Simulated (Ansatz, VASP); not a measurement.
**Bi in VASP and in Ansatz**

File INCAR:

```
SYSTEM = Bi
PREC = Accurate ; ENCUT = 520
EDIFF = 1E-6 ; ISMEAR = 0
SIGMA = 0.014 ; LREAL = .FALSE.
LASPH = .TRUE. ; NELM = 60
ALGO = Normal ; ISIF = 2
LWAVE = .FALSE. ; LCHARG = .TRUE.
GGA = PE ; LELF = .TRUE.
LVHAR = .TRUE. ; NBANDS = 14
```

The input KPOINTS:

```
regular mesh
0
G
  9 9 9
  0 0 0
```

The input POSCAR:

```
Bi
1.0
   -1.9814305318      1.9814305318      1.9814305318
    1.9814305318     -1.9814305318      1.9814305318
    1.9814305318      1.9814305318     -1.9814305318
Bi
1
Direct
    0.0000000000      0.0000000000      0.0000000000
```

input.yaml

```yaml
crystal:
  lattice:
    - [-1.9814305318, 1.9814305318, 1.9814305318]
    - [1.9814305318, -1.9814305318, 1.9814305318]
    - [1.9814305318, 1.9814305318, -1.9814305318]
  atoms:
    - { symbol: Bi, position: [0.0, 0.0, 0.0] }
kpoints:
  mp_grid: { grid: [9, 9, 9] }
scf:
  occupations: { method: gaussian, width: 0.014 }
hamiltonian:
  xc: pbe
  pseudopotentials: { kind: all_electron, lapw: { basis_error: 0.001 } }
output:
  forces: true
  stress: true
  eigenvalues: true
```

This isn't the form of Bi at room conditions, which is rhombohedral.

Alike in both runs: task single point; functional PBE; k mesh 9 × 9 × 9; occupations gaussian, width 0.014 eV; no spin polarisation.

|  | VASP | Ansatz |
| --- | --- | --- |
| version | VASP 6.6.1 | Ansatz 0.2.0 |
| potentials or method | VASP PAW PBE potentials, release 64 (Bi_d) | all-electron LAPW, scalar-relativistic |
| plane-wave cutoff (eV) | 520 | see its input |

|  | VASP | Ansatz | Ansatz less VASP |
| --- | --- | --- | --- |
| gap on the k mesh at the Fermi level (eV) | none | none | - |
| pressure (GPa) | 0.8 | 0.9 | +0.08 |

A gap of «none» marks a metal or a gap that the smearing closes. Ansatz ran all-electron here, so the differences hold the error of VASP's frozen core and of both bases.

Caveats: spin-orbit coupling is left out, which moves the levels of the heavy elements.
